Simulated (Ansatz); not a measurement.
A run of Ansatz 0.2.0 is set up as follows.

run.py

```python
import json

import ase.io
import numpy as np
import spglib

import ansatz as az

atoms = ase.io.read("CdS.cif")
cell, frac, numbers = spglib.find_primitive((atoms.cell[:], atoms.get_scaled_positions(), atoms.numbers), symprec=1e-5)
atoms = ase.Atoms(numbers, cell=cell, scaled_positions=frac, pbc=True)

calculation = (
    az.Crystal.from_ase(atoms)
    .calculation()
    .kpoints(8, 8, 8)
    .functional("lda")
    .pseudopotentials(kind="paw_fr")
    .spin("noncollinear", soc=True)
    .occupations(method="fermi_dirac", width=0.01)
    .relax(force_tolerance=0.01, max_steps=40, cell=True, stress_tolerance=0.05)
    .forces()
    .stress()
)
outcome = calculation.run(threads=2, events_out="events.jsonl")

report = outcome.report
for line in open("events.jsonl"):
    event = json.loads(line)
    if event["event"] == "scf_iter":
        d = event["data"]
        print(f"SCF {d['iter']:3d}  HF = {d['harris_foulkes_ev']:.6f} eV  dr2 = {d['dr2_ev']:.2e} eV")
    elif event["event"] in ("relax_step", "md_step"):
        d = event["data"]
        print(f"{event['event']} {d['step']:3d}  E = {d['lagrangian_ev']:.6f} eV")
np.set_printoptions(precision=5, suppress=True, linewidth=110)
print("converged:", report["converged"], "after", report["n_iterations"], "iterations")
print(f"free energy {report['free_energy_ev']:.6f} eV, Fermi level {report['fermi_energy_ev']:.4f} eV")
for key in ("band_edges_ev", "magnetization_mub", "site_moments_mub", "site_moments_nc_mub", "forces_ev_ang",
                "stress_gpa"):
    if report.get(key) is not None:
        print(key, np.array(report[key]), sep="\n")
```

File CdS.cif:

```cif
data_CdS
_cell_length_a 5.50648800
_cell_length_b 5.50648800
_cell_length_c 5.50648800
_cell_angle_alpha 90.00000000
_cell_angle_beta 90.00000000
_cell_angle_gamma 90.00000000
_space_group_name_H-M_alt 'Fm-3m'
_space_group_name_Hall '-F 4 2 3'
_space_group_IT_number 225
loop_
_space_group_symop_operation_xyz
'x,y,z'
'-x,-y,-z'
'-y,x,z'
'y,-x,-z'
'-x,-y,z'
'x,y,-z'
'y,-x,z'
'-y,x,-z'
'x,-y,-z'
'-x,y,z'
'-y,-x,-z'
'y,x,z'
'-x,y,-z'
'x,-y,z'
'y,x,-z'
'-y,-x,z'
'z,x,y'
'-z,-x,-y'
'z,-y,x'
'-z,y,-x'
'z,-x,-y'
'-z,x,y'
'z,y,-x'
'-z,-y,x'
'-z,x,-y'
'z,-x,y'
'-z,-y,-x'
'z,y,x'
'-z,-x,y'
'z,x,-y'
'-z,y,x'
'z,-y,-x'
'y,z,x'
'-y,-z,-x'
'x,z,-y'
'-x,-z,y'
'-y,z,-x'
'y,-z,x'
'-x,z,y'
'x,-z,-y'
'-y,-z,x'
'y,z,-x'
'-x,-z,-y'
'x,z,y'
'y,-z,-x'
'-y,z,x'
'x,-z,y'
'-x,z,-y'
'x,y+1/2,z+1/2'
'-x,-y+1/2,-z+1/2'
'-y,x+1/2,z+1/2'
'y,-x+1/2,-z+1/2'
'-x,-y+1/2,z+1/2'
'x,y+1/2,-z+1/2'
'y,-x+1/2,z+1/2'
'-y,x+1/2,-z+1/2'
'x,-y+1/2,-z+1/2'
'-x,y+1/2,z+1/2'
'-y,-x+1/2,-z+1/2'
'y,x+1/2,z+1/2'
'-x,y+1/2,-z+1/2'
[... 41 lines left out ...]
'y+1/2,-x,z+1/2'
'-y+1/2,x,-z+1/2'
'x+1/2,-y,-z+1/2'
'-x+1/2,y,z+1/2'
'-y+1/2,-x,-z+1/2'
'y+1/2,x,z+1/2'
'-x+1/2,y,-z+1/2'
'x+1/2,-y,z+1/2'
'y+1/2,x,-z+1/2'
'-y+1/2,-x,z+1/2'
'z+1/2,x,y+1/2'
'-z+1/2,-x,-y+1/2'
'z+1/2,-y,x+1/2'
'-z+1/2,y,-x+1/2'
'z+1/2,-x,-y+1/2'
'-z+1/2,x,y+1/2'
'z+1/2,y,-x+1/2'
'-z+1/2,-y,x+1/2'
'-z+1/2,x,-y+1/2'
'z+1/2,-x,y+1/2'
'-z+1/2,-y,-x+1/2'
'z+1/2,y,x+1/2'
'-z+1/2,-x,y+1/2'
'z+1/2,x,-y+1/2'
'-z+1/2,y,x+1/2'
'z+1/2,-y,-x+1/2'
'y+1/2,z,x+1/2'
'-y+1/2,-z,-x+1/2'
'x+1/2,z,-y+1/2'
'-x+1/2,-z,y+1/2'
'-y+1/2,z,-x+1/2'
'y+1/2,-z,x+1/2'
'-x+1/2,z,y+1/2'
'x+1/2,-z,-y+1/2'
'-y+1/2,-z,x+1/2'
'y+1/2,z,-x+1/2'
'-x+1/2,-z,-y+1/2'
'x+1/2,z,y+1/2'
'y+1/2,-z,-x+1/2'
'-y+1/2,z,x+1/2'
'x+1/2,-z,y+1/2'
'-x+1/2,z,-y+1/2'
'x+1/2,y+1/2,z'
'-x+1/2,-y+1/2,-z'
'-y+1/2,x+1/2,z'
'y+1/2,-x+1/2,-z'
'-x+1/2,-y+1/2,z'
'x+1/2,y+1/2,-z'
'y+1/2,-x+1/2,z'
'-y+1/2,x+1/2,-z'
'x+1/2,-y+1/2,-z'
'-x+1/2,y+1/2,z'
'-y+1/2,-x+1/2,-z'
'y+1/2,x+1/2,z'
'-x+1/2,y+1/2,-z'
'x+1/2,-y+1/2,z'
'y+1/2,x+1/2,-z'
'-y+1/2,-x+1/2,z'
'z+1/2,x+1/2,y'
'-z+1/2,-x+1/2,-y'
'z+1/2,-y+1/2,x'
'-z+1/2,y+1/2,-x'
'z+1/2,-x+1/2,-y'
'-z+1/2,x+1/2,y'
'z+1/2,y+1/2,-x'
'-z+1/2,-y+1/2,x'
'-z+1/2,x+1/2,-y'
'z+1/2,-x+1/2,y'
'-z+1/2,-y+1/2,-x'
'z+1/2,y+1/2,x'
'-z+1/2,-x+1/2,y'
'z+1/2,x+1/2,-y'
'-z+1/2,y+1/2,x'
'z+1/2,-y+1/2,-x'
'y+1/2,z+1/2,x'
'-y+1/2,-z+1/2,-x'
'x+1/2,z+1/2,-y'
'-x+1/2,-z+1/2,y'
'-y+1/2,z+1/2,-x'
'y+1/2,-z+1/2,x'
'-x+1/2,z+1/2,y'
'x+1/2,-z+1/2,-y'
'-y+1/2,-z+1/2,x'
'y+1/2,z+1/2,-x'
'-x+1/2,-z+1/2,-y'
'x+1/2,z+1/2,y'
'y+1/2,-z+1/2,-x'
'-y+1/2,z+1/2,x'
'x+1/2,-z+1/2,y'
'-x+1/2,z+1/2,-y'
loop_
_atom_site_label
_atom_site_type_symbol
_atom_site_symmetry_multiplicity
_atom_site_Wyckoff_symbol
_atom_site_fract_x
_atom_site_fract_y
_atom_site_fract_z
_atom_site_occupancy
Cd1 Cd 4 a 0.0000000000 0.0000000000 0.0000000000 1
S1 S 4 b 0.5000000000 0.0000000000 0.0000000000 1
```

Potentials or basis: Ansatz PAW.

Launch:

```sh
$ python run.py
```

Problem. What does it give for the relaxed cell?

Solution. a = 3.775 Å, b = 3.775 Å, c = 3.775 Å, α = 60.00°, β = 60.00°, γ = 60.00°.

Problem. Estimate the relaxed volume.

Solution. 19.01 Å³/atom.

Problem. Predict the space group after relaxing (to 0.05 Å).

Solution. Fm-3m (No. 225).

Step by step:
```tsv
step	energy change (eV)	largest force (eV/Å)	volume (Å³)
1	0.0000	0.0000	41.74
2	-0.0510	0.0000	35.92
3	-0.0871	0.0000	38.42
4	-0.0883	0.0000	38.07
5	-0.0883	0.0000	38.03
6	-0.0877	0.0000	38.03
```
